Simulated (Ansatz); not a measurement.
**CaSe (rocksalt) under strain**

CaSe in the rocksalt structure, relaxed with r2SCAN in Ansatz 0.2.0. The symmetry is Fm-3m (No. 225, cubic); a = 5.935 Å in the conventional setting, 26.13 Å³ an atom. Around Ca lie 6 Se at 2.97 Å; around Se lie 6 Ca at 2.97 Å.

The axes x, y and z are those of this cell:
```yaml
crystal:
  lattice:
    - [0.00000, 2.96754, 2.96754]
    - [2.96754, 0.00000, 2.96754]
    - [2.96754, 2.96754, 0.00000]
  atoms:
    - { symbol: Ca, position: [0.00000, 0.00000, 0.00000] }
    - { symbol: Se, position: [0.50000, 0.50000, 0.50000] }
```

Unstrained: The PBE gap is indirect, 2.057 eV (Γ to X), below the direct gap of 2.980 eV at X. With r2SCAN the valence top lies at Γ and the conduction bottom at X, 2.518 eV higher; the smallest vertical gap, at X, is 3.458 eV. With HSE06 the valence top lies at Γ and the conduction bottom at X, 2.999 eV higher; the smallest vertical gap, at X, is 4.032 eV. Meshes: PBE 8×8×8, r2SCAN 8×8×8, HSE06 6×6×6. Strains are changes of length per length, and xy shears are angles. After each strain the atoms were relaxed again with r2SCAN within the symmetry that the strain leaves, so tilts or polar shifts that break it weren't tested; points keep the names that they have in the unstrained zone. The values are computed, spin-unpolarised, and not measurements.

Changes of the least gap in eV (an overlap counts as a negative gap):

| strain | volume change (%) | space group | PBE | r2SCAN | HSE06 | G0W0@PBE (mesh) | energy rise, r2SCAN (meV/atom) |
| --- | --- | --- | --- | --- | --- | --- | --- |
| uniaxial +5.0 % along [111] | +5.0 | R-3m | -0.002 | -0.007 | +0.001 | +0.03 | 18.1 |
| epitaxial +3.0 % in the xy plane, free normal strain -1.00 % | +5.0 | I4/mmm | +0.091 | +0.088 | +0.090 | +0.10 | 17.0 |
| epitaxial +4.0 % in the xy plane, free normal strain -1.32 % | +6.7 | I4/mmm | +0.117 | +0.113 | +0.114 | +0.13 | 29.0 |
| xy shear, engineering strain (angle) -1.0 % | 0.0 | Immm | -0.029 | -0.031 | -0.031 | -0.03 | 0.2 |
| isotropic -1.0 % on every length | -3.0 | Fm-3m | -0.073 | -0.073 | -0.079 | -0.10 | 3.9 |

Unstrained, G0W0@PBE with 218 empty bands, a screening cutoff of 150 eV and a 4×4×4 mesh gives 3.70 eV on its mesh; the band count follows the volume. The G0W0 figures hold for the stated bands, cutoff and mesh and aren't extrapolated.

Uniaxial +5.0 % along [111], other directions held. HSE06: the gap goes from 2.999 to 3.000 eV (+0.001 eV); with r2SCAN the top three valence levels at Γ, degenerate before, become 2+1 from the top over 291 meV. Stress change with r2SCAN, compression positive: xx -2.31, yy -2.31, zz -2.31, xy -1.01, xz -1.01, yz -1.01 GPa.

Epitaxial +3.0 % in the xy plane, free normal strain -1.00 %. HSE06: the gap goes from 2.999 to 3.089 eV (+0.090 eV); the X points, equivalent before, split by 33 meV, and the conduction bottom lies at those like (1/2, 1/2, 0). Stress change with r2SCAN, compression positive: xx -3.19, yy -3.19, zz +0.01 GPa.

Epitaxial +4.0 % in the xy plane, free normal strain -1.32 %. HSE06: the gap goes from 2.999 to 3.113 eV (+0.114 eV); the X points, equivalent before, split by 45 meV, and the conduction bottom lies at those like (1/2, 1/2, 0). Stress change with r2SCAN, compression positive: xx -3.99, yy -3.99, zz +0.02 GPa.

Xy shear, engineering strain (angle) -1.0 %. HSE06: the gap goes from 2.999 to 2.968 eV (-0.031 eV); with r2SCAN the top three valence levels at Γ, degenerate before, become 1+1+1 from the top over 59 meV. Stress change with r2SCAN, compression positive: xx 0.00, yy 0.00, zz 0.00, xy +0.30 GPa.

Isotropic -1.0 % on every length. HSE06: the gap goes from 2.999 to 2.920 eV (-0.079 eV). Stress change with r2SCAN, compression positive: xx +1.67, yy +1.67, zz +1.67 GPa. For HSE06, dE_g/d ln V = 2.6 eV over this step.

The runs are scalar-relativistic, without spin-orbit coupling.

The meshes of the hybrids are coarse, so their gaps aren't converged to the digits shown.

The splittings at Γ are without spin-orbit coupling, which regroups them where it is of like size or larger.
